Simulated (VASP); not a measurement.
# Se (P4/mmm) in VASP: reference runs

Aim: a first look at Se with PBE, on the cell as given.

All numbers are computed with VASP 6.6.1; they aren't measurements. Logs are shortened: lines on timing, memory, paths and dates and some standing lists are left out, and cuts for length are marked.

**1. The crystal as given**

The structure is tetragonal, space group P4/mmm (No. 123). Conventional cell: a = 2.635 Å, b = 2.635 Å, c = 4.355 Å, α = 90.00°, β = 90.00°, γ = 90.00°. Around Se (site symmetry 4/mmm) lie 4 Se at 2.63 Å.

The cell was built by a generator and needn't be a form met in nature.

**2. Single point, PBE**

Contents of INCAR:

```
ALGO = Normal
EDIFF = 1E-7
ENCUT = 520
GGA = PE
ISIF = 2
ISMEAR = -1
LASPH = True
LCHARG = True
LELF = True
LREAL = False
LVHAR = True
LWAVE = False
NBANDS = 9
NELM = 100
PREC = Accurate
SIGMA = 0.05
```

Contents of KPOINTS:

```
k-points
0
Gamma
  10 10 6
```

Contents of POSCAR:

```
Se
1.0
    2.6349700000      0.0000000000      0.0000000000
    0.0000000000      2.6349700000      0.0000000000
    0.0000000000      0.0000000000      4.3548700000
Se
1
Direct
    0.5000000000      0.5000000000      0.0000000000
```

Potentials or basis: VASP PAW PBE potentials, release 64 (Se).

On the command line:

```sh
cat potpaw_PBE.64/Se/POTCAR > POTCAR
mpirun -np 1 vasp_std > vasp.out
```

OUTCAR:

```text
EDIFF = 1E-7
   ENCUT = 520
   GGA = PE
   ISIF = 2
   ISMEAR = -1
   LASPH = True
   LREAL = False
   NELM = 100
   PREC = Accurate

 ion  position               nearest neighbor table
   1  0.500  0.500  0.000-

  LATTYP: Found a simple tetragonal cell.
 ALAT       =     2.6349700000
 C/A-ratio  =     1.6527209038

  Lattice vectors:

 A1 = (   2.6349700000,   0.0000000000,   0.0000000000)
 A2 = (   0.0000000000,   2.6349700000,   0.0000000000)
 A3 = (   0.0000000000,   0.0000000000,   4.3548700000)

Analysis of symmetry for initial positions (statically):
=====================================================================
 Subroutine PRICEL returns:
 Original cell was already a primitive cell.

 Routine SETGRP: Setting up the symmetry group for a
 simple tetragonal supercell.

 Subroutine GETGRP returns: Found 16 space group operations
 (whereof 16 operations were pure point group operations)
 out of a pool of 16 trial point group operations.

The static configuration has the point symmetry D_4h.

Analysis of symmetry for dynamics (positions and initial velocities):
=====================================================================
 Subroutine PRICEL returns:
 Original cell was already a primitive cell.

 Routine SETGRP: Setting up the symmetry group for a
 simple tetragonal supercell.

 Subroutine GETGRP returns: Found 16 space group operations
 (whereof 16 operations were pure point group operations)
 out of a pool of 16 trial point group operations.

The dynamic configuration has the point symmetry D_4h.

 Subroutine INISYM returns: Found 16 space group operations
 (whereof 16 operations are pure point group operations),
 and found     1 'primitive' translations

----------------------------------------------------------------------------------------

                                     Primitive cell

  volume of cell :      30.2362

  direct lattice vectors                    reciprocal lattice vectors
     2.634970000  0.000000000  0.000000000     0.379510962  0.000000000  0.000000000
     0.000000000  2.634970000  0.000000000     0.000000000  0.379510962  0.000000000
     0.000000000  0.000000000  4.354870000     0.000000000  0.000000000  0.229627980

  length of vectors
     2.634970000  2.634970000  4.354870000     0.379510962  0.379510962  0.229627980

  position of ions in fractional coordinates (direct lattice)
     0.500000000  0.500000000  0.000000000

  ion indices of the primitive-cell ions
[... 78 lines left out ...]
   IBRION =     -1    ionic relax: 0-MD 1-quasi-New 2-CG
   NFREE  =      0    steps in history (QN), initial steepest desc. (CG)
   ISIF   =      2    stress and relaxation
   ISYM   =      2    0-nonsym 1-usesym 2-fastsym
   POTIM  = 0.5000    time-step for ionic-motion
   TEBEG  =    0.0;   TEEND  =   0.0 temperature during run
   PSTRESS=    0.0 pullay stress
   NELECT =       6.0000    total number of electrons
   NUPDOWN=      -1.0000    fix difference up-down
   EMIN   =  10.00;   EMAX   =-10.00  energy-range for DOS
   EFERMI =   0.00;   METHOD = LEGACY
   ISMEAR =    -1;   SIGMA  =   0.05  broadening in eV -4-tet -1-fermi 0-gaus
   EFERMI_NEDOS =   21; number of points for ismear=-14 and -15
   IALGO  =     38    algorithm
   IMIX   =      4    mixing-type and parameters
     AMIX     =   0.40;   BMIX     =  1.00
     AMIX_MAG =   1.60;   BMIX_MAG =  1.00
  volume/ion in A,a.u.               =      30.24       204.04
  Fermi-wavevector in a.u.,A,eV,Ry     =   0.954882  1.804465 12.405789  0.911800
  Thomas-Fermi vector in A             =   2.083669
   LORBIT       =      0    0 simple, 1 ext, 2 COOP (PROOUT), +10 PAW based schemes
   GGA     = PE    functional components
   LHFCALC =     F    Hartree Fock is set to
   AEXX    =    0.0000 exact exchange contribution
   IVDW    =     0    specifies the selected vdW correction
   LEPSILON=     F    determine dielectric tensor
   LRPA    =     F    only Hartree local field effects (RPA)
 non-spin polarized calculation
  energy-cutoff  :      520.00
  volume of cell :       30.24
 maximum number of plane-waves:       840
 NGX is ok and might be reduce to    20
   NGX =  9   NGY =  9   NGZ = 17

 number of electron       6.0000000 magnetization

 Free energy of the ion-electron system (eV)
  ---------------------------------------------------
  ext. energy  EPLUGINS =         0.00000000
  ---------------------------------------------------
  free energy    TOTEN  =        -3.30719636 eV

  energy without entropy =       -3.30439818  energy(sigma->0) =       -3.30579727

 E-fermi :   1.6291     XC(G=0):  -8.2114

 val. band max:        1.5760109921   @ k =   0.5000   0.2000   0.0000
 cond. band min:       1.7032124582   @ k =   0.4000   0.3000   0.1667
 fundamental gap:      0.1272014661
 Fermi energy:         1.6290808286

 k-point     1 :       0.0000    0.0000    0.0000
  band No.  band energies     occupation
      1     -13.8408      2.00000
      2      -1.6079      2.00000
      3       5.4436      0.00000
      4       5.5910      0.00000
      5       5.5910      0.00000
      6      11.3916      0.00000
      7      13.4755      0.00000
      8      19.6730      0.00000
      9      21.1855      0.00000
[... 265 lines left out ...]
 k-point    24 :       0.2000    0.0000    0.1667
  band No.  band energies     occupation
      1     -13.0996      2.00000
      2      -1.2432      2.00000
      3       0.8760      2.00000
      4       6.1664      0.00000
      5       7.1082      0.00000
      6      13.0778      0.00000
      7      13.7847      0.00000
      8      18.0259      0.00000
      9      20.0617      0.00000

 [... further k-points ...]

------------------------ aborting loop because EDIFF is reached ----------------------------------------

  FORCE on cell =-STRESS in cart. coord.  units (eV):
  Direction    XX          YY          ZZ          XY          YZ          ZX
  --------------------------------------------------------------------------------------
  -------------------------------------------------------------------------------------
  Total       -0.0640279     -0.0640279     -0.0168399      0.0000000     -0.0000000     -0.0000000
  in kB       -3.3927634     -3.3927634     -0.8923285      0.0000000     -0.0000000     -0.0000000
  external PRESSURE =      -2.5592851 kB  Pullay stress =       0.0000000 kB

 VOLUME and BASIS-vectors are now :
 -----------------------------------------------------------------------------
  energy-cutoff  :      520.00
  volume of cell :       30.24
      direct lattice vectors                 reciprocal lattice vectors
     2.634970000  0.000000000  0.000000000     0.379510962  0.000000000  0.000000000
     0.000000000  2.634970000  0.000000000     0.000000000  0.379510962  0.000000000
     0.000000000  0.000000000  4.354870000     0.000000000  0.000000000  0.229627980

 POSITION                                       TOTAL-FORCE (eV/Angst)
 -----------------------------------------------------------------------------------
      1.31749      1.31749      0.00000         0.000000      0.000000      0.000000
 -----------------------------------------------------------------------------------
    total drift:                                0.000000      0.000000     -0.000000

  FREE ENERGIE OF THE ION-ELECTRON SYSTEM (eV)
  ---------------------------------------------------
  free  energy   TOTEN  =        -3.3071963612 eV

  energy  without entropy=       -3.3043981781  energy(sigma->0) =       -3.30579727
```

Wall time 8 s (1 thread of AMD EPYC 9R45 (Zen 5), shared host); peak memory 0.12 GiB.

Results:

| Item | Value |
| --- | --- |
| Free energy | -3.3072 eV |
| Pressure | -0.3 GPa |
| Band gap on the k mesh | none (metal or under the smearing width) |
